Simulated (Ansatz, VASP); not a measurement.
**In4SbAs3 (ordered alloy, x = 0.25, built in the cubic cell of 8 atoms (invented)) in two plane-wave programs**

Aim: how closely do two programs agree when they are given the same cell, functional and k mesh? The cell is generated by rule, not measured, and may not be a known phase. The cell is taken from a series of runs on this material, whose earlier steps may have relaxed, scaled, displaced or heated it; both programs get it as it stands.

Program: Ansatz 0.2.0. Level of theory: plane waves, with VASP 6.6.1 beside it; r2SCAN. Results are calculated unless marked as measured.

### Step 1. The structure

It takes space group P-43m (No. 215, cubic). Conventional cell: a = 6.224 Å, b = 6.224 Å, c = 6.224 Å, α = 90.00°, β = 90.00°, γ = 90.00°. Sb has 4 In at 2.78 Å nearest. Nearest to As lie 4 In at 2.67 Å. In has 3 As at 2.67 Å and 1 Sb at 2.78 Å nearest. Farther neighbours are not listed.

### Step 2. Ansatz: relaxation of cell and atoms, r2SCAN

Ansatz runs on its PAW soft_1 files.

The relaxed volume is the usual yardstick between codes: in a stiff, nearly cubic crystal its relative difference is about their pressure difference at one cell divided by the bulk modulus.

input.yaml reads:

```yaml
crystal:
  lattice:
    - [6.2235877612, 0.0, 0.0]
    - [0.0, 6.2235877612, 0.0]
    - [0.0, 0.0, 6.2235877612]
  atoms:
    - { symbol: Sb, position: [0.0, 0.0, 0.0] }
    - { symbol: As, position: [0.0, 0.5, 0.5] }
    - { symbol: As, position: [0.5, 0.0, 0.5] }
    - { symbol: As, position: [0.5, 0.5, 0.0] }
    - { symbol: In, position: [0.258177045, 0.258177045, 0.258177045] }
    - { symbol: In, position: [0.258177045, 0.741822955, 0.741822955] }
    - { symbol: In, position: [0.741822955, 0.258177045, 0.741822955] }
    - { symbol: In, position: [0.741822955, 0.741822955, 0.258177045] }
kpoints:
  mp_grid: { grid: [6, 6, 6] }
hamiltonian:
  xc: r2scan
  pseudopotentials: { kind: paw, azcp: { folder: soft_1 } }
scf:
  occupations: { method: fermi_dirac, width: 0.025 }
output:
  forces: true
  stress: true
  eigenvalues: true
relax:
  adjacent_minimum: "off"
  f_tol: 0.001
  max_steps: 60
  cell: { stress_tol: 0.01 }
```

The run is started by

```console
> ansatz run input.yaml --threads 4 --pin off --max-ram 9216MiB --backend cpu --events-out ev --progress --plain --runs-dir out
```

Numbers of over 12 decimals in the logs are rounded to 6 here.

The log of the run:

```text
Engine: ansatz 0.2.0, x86_64-unknown-linux-gnu
Pseudopotentials: kind: paw
Pseudopotential: Sb, paw, valence charge 15, recommended cutoff 500 eV (meta_gga), soft_1/Sb.paw.azcp
Pseudopotential: As, paw, valence charge 15, recommended cutoff 500 eV (meta_gga), soft_1/As.paw.azcp
Pseudopotential: In, paw, valence charge 13, recommended cutoff 500 eV (meta_gga), soft_1/In.paw.azcp
Functional definition: r2SCAN
  parameter k0 = 0.174
  parameter k1 = 0.065
  parameter a1 = 4.9479
  exchange = r2scan_x(k0 = k0, k1 = k1, a1 = a1)
  correlation = r2scan_c
Crystal: 8 atoms, lattice volume = 241.059 Å³
Basis set: ecut = 500 eV, 6043 PW (Γ), exchange–correlation on 192×192×192 points (64 copies of the dense FFT grid, shifted against one another)
Bands: 68, of which v1, the nominal top of the filled ones, is band 56 counted from 1 (55 counted from 0)
Symmetry: 24 space group operations
Space group: P-43m (ITA 215), of the structure as read, at distance tolerance 6.2e-5 Å
k-points: 20 of 216 (time reversal used)
Non-local potential: Sb, projectors of the file, l = 0: 2, l = 1: 2, l = 2: 2, l = 3: 1
Non-local potential: As, projectors of the file, l = 0: 2, l = 1: 2, l = 2: 3, l = 3: 1
Non-local potential: In, projectors of the file, l = 0: 2, l = 1: 2, l = 2: 2, l = 3: 1
PAW form: soft (Blöchl's): semilocal exchange-correlation on the pseudo side does not see the compensation charge
PAW frozen core: Sb, regenerated for the run's functional (the file was generated under x = pbe(κ = 0.804, μ = 0.219515), c = pbe(β = 0.066725))
PAW frozen core: As, regenerated for the run's functional (the file was generated under x = pbe(κ = 0.804, μ = 0.219515), c = pbe(β = 0.066725))
PAW frozen core: In, regenerated for the run's functional (the file was generated under x = pbe(κ = 0.804, μ = 0.219515), c = pbe(β = 0.066725))
PAW one-centre angular grid: Sb, 590 points (default); XC on 160 Gauss nodes
PAW one-centre angular grid: As, 590 points (default); XC on 160 Gauss nodes
PAW one-centre angular grid: In, 590 points (default); XC on 160 Gauss nodes
Initial density: superposition of atomic densities (chi_scale 0.1, normalization cell, long waves kept (reshape's long-wave potential 0.01 eV rms))
Initial wavefunctions: pseudopotential atomic-orbital guess
Functional: x = r2scan, c = r2scan; τ floored in thin density (d = 2e-4 eV/Å³)
iter 1 solved again at ethr=1.51e-3 eV; its pass at ethr=3.10e-3 eV (dr2=1.69e0 eV) is discarded
SCF iter   1: F=—  HF=-43543.048898 eV  |F-HF|=—  |Δ(HF+E_count)|=         —  Δρ=2.95e-2  dr2=1.69e0  dr2_τ=4.09e-2  ethr=1.51e-3  ⟨swp⟩=1.9  Hψ=7104  notcnv=0
preconditioner: auto → Resta (q_TF=auto, 2.401 Å⁻¹)  ε∞=3.0  [insulator: Δε(μ)=0.892 eV  Ē_g=14.474 eV  σ=0.025 eV  W_gap=0.70  n_scr=56 (ndim 8)  ℏωp=20.3 eV  f_vac=0.015  D(μ)=0.27/eV (n_scr^D=0)  ε∞_Penn≈3.0]
SCF iter   2: F=—  HF=-43543.131566 eV  |F-HF|=—  |Δ(HF+E_count)|=   8.27e-2  Δρ=1.72e-2  dr2=5.97e-1  dr2_τ=4.60e-3  ethr=1.51e-3  ⟨swp⟩=2.5  Hψ=1616  notcnv=0
SCF iter   3: F=—  HF=-43543.159846 eV  |F-HF|=—  |Δ(HF+E_count)|=   2.83e-2  Δρ=1.80e-3  dr2=1.18e-2  dr2_τ=2.64e-4  ethr=5.33e-4  ⟨swp⟩=4.2  Hψ=2872  notcnv=0
SCF iter   4: F=—  HF=-43543.159348 eV  |F-HF|=—  |Δ(HF+E_count)|=   4.98e-4  Δρ=9.12e-4  dr2=2.55e-3  dr2_τ=4.05e-5  ethr=1.06e-5  ⟨swp⟩=3.0  Hψ=2842  notcnv=0  defer=1
SCF iter   5: F=—  HF=-43543.159594 eV  |F-HF|=—  |Δ(HF+E_count)|=   2.46e-4  Δρ=3.34e-4  dr2=3.09e-4  dr2_τ=6.23e-6  ethr=2.28e-6  ⟨swp⟩=2.0  Hψ=2494  notcnv=0  defer=1
SCF iter   6: F=—  HF=-43543.159715 eV  |F-HF|=—  |Δ(HF+E_count)|=   1.22e-4  Δρ=7.82e-5  dr2=1.49e-5  dr2_τ=4.14e-7  ethr=2.76e-7  ⟨swp⟩=2.0  Hψ=2054  notcnv=0  defer=1
SCF iter   7: F=—  HF=-43543.159689 eV  |F-HF|=—  |Δ(HF+E_count)|=   2.66e-5  Δρ=2.07e-5  dr2=1.05e-6  dr2_τ=2.18e-8  ethr=1.33e-8  ⟨swp⟩=2.0  Hψ=2076  notcnv=0  defer=1
SCF iter   8: F=-43543.159689 eV  HF=-43543.159689 eV  |F-HF|=9.37e-9  |Δ(HF+E_count)|=   5.92e-7  Δρ=3.87e-6  dr2=4.93e-8  dr2_τ=2.45e-9  ethr=8.93e-11  ⟨swp⟩=8.2  Hψ=7056  notcnv=0
SCF 1 converged in 8 iterations: F = -43543.159689 eV  dr2 = 4.93e-8
  greatest PAW one-centre occupation: 0.999 electrons in one spin orbital (limit 2), on the As atom at site 3 (counted from 0), in its partial waves of l = 2
relax step   1: F+E_penalty+E_count = -43543.15968924 eV  Δ(F+E_penalty+E_count) = +0.000e0 eV  max|allowed force component| = 9.456e-4 eV/Å  Δτ_max = 0.0000 Å  P = -0.005 GPa  Ω = 241.059 Å³  (8 SCF iters, dr2 threshold 1.00e-7 eV, accepted)
Initial density: handed on by an earlier stage of this run
Initial wavefunctions: pseudopotential atomic-orbital guess (no wavefunctions were taken with the density)
iter 1 solved again at ethr=5.40e-8 eV; its pass at ethr=3.10e-3 eV (dr2=6.05e-5 eV) is discarded
SCF iter   1: F=—  HF=-43543.159729 eV  |F-HF|=—  |Δ(HF+E_count)|=         —  Δρ=3.87e-6  dr2=5.04e-8  dr2_τ=2.40e-9  ethr=5.40e-8  ⟨swp⟩=3.9  Hψ=9708  notcnv=0  defer=2
preconditioner: auto → Resta (q_TF=auto, 2.401 Å⁻¹)  ε∞=3.0  [insulator: Δε(μ)=0.868 eV  Ē_g=14.365 eV  σ=0.025 eV  W_gap=0.70  n_scr=56 (ndim 8)  ℏωp=20.3 eV  f_vac=0.104  D(μ)=0.27/eV (n_scr^D=0)  ε∞_Penn≈3.0]
SCF iter   2: F=—  HF=-43543.159689 eV  |F-HF|=—  |Δ(HF+E_count)|=   3.95e-5  Δρ=2.17e-6  dr2=1.46e-8  dr2_τ=1.98e-10  ethr=4.50e-11  ⟨swp⟩=2.9  Hψ=2704  notcnv=0
SCF iter   3: F=—  HF=-43543.159689 eV  |F-HF|=—  |Δ(HF+E_count)|=   1.08e-8  Δρ=7.63e-7  dr2=2.05e-9  dr2_τ=4.02e-11  ethr=1.30e-11  ⟨swp⟩=2.2  Hψ=2498  notcnv=0
SCF iter   4: F=—  HF=-43543.159689 eV  |F-HF|=—  |Δ(HF+E_count)|=   1.42e-9  Δρ=1.94e-7  dr2=1.67e-10  dr2_τ=4.21e-12  ethr=1.83e-12  ⟨swp⟩=2.0  Hψ=2481  notcnv=0
SCF iter   5: F=—  HF=-43543.159689 eV  |F-HF|=—  |Δ(HF+E_count)|=  5.82e-11  Δρ=7.01e-8  dr2=2.16e-11  dr2_τ=2.88e-13  ethr=1.00e-12  ⟨swp⟩=1.0  Hψ=1360  notcnv=0
SCF iter   6: F=-43543.159689 eV  HF=-43543.159689 eV  |F-HF|=0.00e0  |Δ(HF+E_count)|=    0.00e0  Δρ=2.07e-8  dr2=1.46e-12  dr2_τ=4.24e-14  ethr=1.00e-12  ⟨swp⟩=7.0  Hψ=6099  notcnv=0
SCF 2 converged in 6 iterations: F = -43543.159689 eV  dr2 = 1.46e-12
relax step   2: F+E_penalty+E_count = -43543.15968925 eV  Δ(F+E_penalty+E_count) = -1.359e-8 eV  max|allowed force component| = 9.485e-4 eV/Å  Δτ_max = 0.0000 Å  P = -0.005 GPa  Ω = 241.059 Å³  stress off target by 5.37e-3 GPa  SCF on the basis re-selected at this cell (its energy is not comparable with the rows above)  (6 SCF iters)
basis re-selected at this cell: Δ(F+E_penalty+E_count) = -1.359e-8 eV, ΔP = +0.000 GPa vs the last step (what re-selecting the basis moved, of the pressure what is left beyond the Pulay correction that the steps carried, after the strain that the cell walked since its last selection, with what the two solves' SCF thresholds leave and, on support functions, any second-order correction that the steps lacked; it is no m [...]
SCF converged after 6 iterations
Free energy (F): -43543.159689 eV
Harris-Foulkes:  -43543.159689 eV  (|F-HF|=0.00e0)
Internal energy: -43543.159139 eV  (E = F + TS)
E sigma→0 (E₀):  -43543.159414 eV
Entropy (-TS):   -0.000550 eV (-0.069 meV/atom)
Fermi energy:    7.056630 eV
--- Per-component energies (eV) ---
  E_band       = -1321.381672
  E_kinetic    = 1327.556692
  E_local      = -13774.686060  (includes V_loc(G=0)·N_el)
  E_nonlocal   = 521.716454
  E_hartree    = 6581.207133
  E_xc         = -812.975365
  E_vxc        = -705.612291  (∫ρ·V_xc dr)
  E_paw        = -27587.634657  (= ΣΔE_a)
  E_vpaw       = -1896.886049  (= ΣTr[D̂ρ^β])
  E_aug_tail   = -0.000203  (compensation charges beyond the density's cutoff)
  E_vtau       = 44.115584  (kinetic-family band-sum trace: ∫τ·v_τ [+ j·A + Jᵃ·Aᵃ] dr)
  E_ewald      = -9798.339206
  E_core_change = -0.003928  (= ΣΔE_core)
  E_smearing   = -0.000550  (= −TS)
  E_closure    = 0.000000  (closes the sum)
  Σ components = -43543.159689   (vs F -43543.159689, Δ=0.00e0)
--- Forces (eV/Å), atoms counted from 1 ---
  atom   1  Sb    -0.00000000     0.00000000    -0.00000000
  atom   2  As    -0.00000000     0.00000000    -0.00000000
  atom   3  As    -0.00000000     0.00000000     0.00000000
  atom   4  As    -0.00000000     0.00000000    -0.00000000
  atom   5  In    -0.00094850    -0.00094850    -0.00094850
  atom   6  In    -0.00094850     0.00094850     0.00094850
  atom   7  In     0.00094850    -0.00094850     0.00094850
  atom   8  In     0.00094850     0.00094850    -0.00094850
  max |Σ_I F_I| component: 3.72e-16 eV/Å
--- Stress (GPa, compression-positive) ---
       -0.005372       0.000000       0.000000
        0.000000      -0.005372      -0.000000
        0.000000      -0.000000      -0.005372
  P = ⅓ Tr σ = -0.0054 GPa (-0.054 kbar)
--- Band table (eV; the first three rows and the last of 20) ---
  k-point 0: bands = [... 52 lower, 4.7684, 6.9182, 7.0359, 7.0359, 7.0359, 8.8403, 8.8831, 8.8831, ... 8 higher]
  k-point 1: bands = [... 52 lower, 4.8352, 5.7859, 6.7823, 6.7823, 8.0902, 8.9083, 9.2754, 9.2764, ... 8 higher]
  k-point 2: bands = [... 52 lower, 5.1180, 5.1180, 6.2399, 6.2399, 8.8934, 9.3124, 9.6400, 10.0870, ... 8 higher]
  k-point 19: bands = [... 52 lower, 5.9275, 6.3413, 6.3413, 6.3413, 7.9042, 7.9042, 7.9042, 8.7536, ... 8 higher]
--- Relaxed structure (1 steps of the walk, 1 accepted, 1 SCFs on fresh bases) ---
  F+E_penalty+E_count = -43543.15968925 eV   max|allowed force component| = 9.485e-4 eV/Å   (the final SCF, on the basis selected at the relaxed cell)
  cell:  # Å, volume = 241.0585 Å³
    - [6.2235877612, 0.0, 0.0]
    - [0.0, 6.2235877612, 0.0]
    - [0.0, 0.0, 6.2235877612]
  atoms:
    - { symbol: Sb, position: [0.0, 0.0, 0.0] }
    - { symbol: As, position: [0.0, 0.5, 0.5] }
    - { symbol: As, position: [0.5, 0.0, 0.5] }
    - { symbol: As, position: [0.5, 0.5, 0.0] }
    - { symbol: In, position: [0.258177045, 0.258177045, 0.258177045] }
    - { symbol: In, position: [0.258177045, 0.741822955, 0.741822955] }
    - { symbol: In, position: [0.741822955, 0.258177045, 0.741822955] }
    - { symbol: In, position: [0.741822955, 0.741822955, 0.258177045] }
```

(Continued in part 2 of 2.)

[Lines on the potential files, build, host, timing and source positions are cut from VASP's logs without a mark.]

[Logs are printed without paths, hosts, clocks, repeated set-up lines and the standing remarks that a program may print on its own settings, such as how far it seeks lower states.]

[Hosts, paths, dates, database ids (printed as entryN), source tags and the programs' standing remarks are cut or masked in the printed files.]
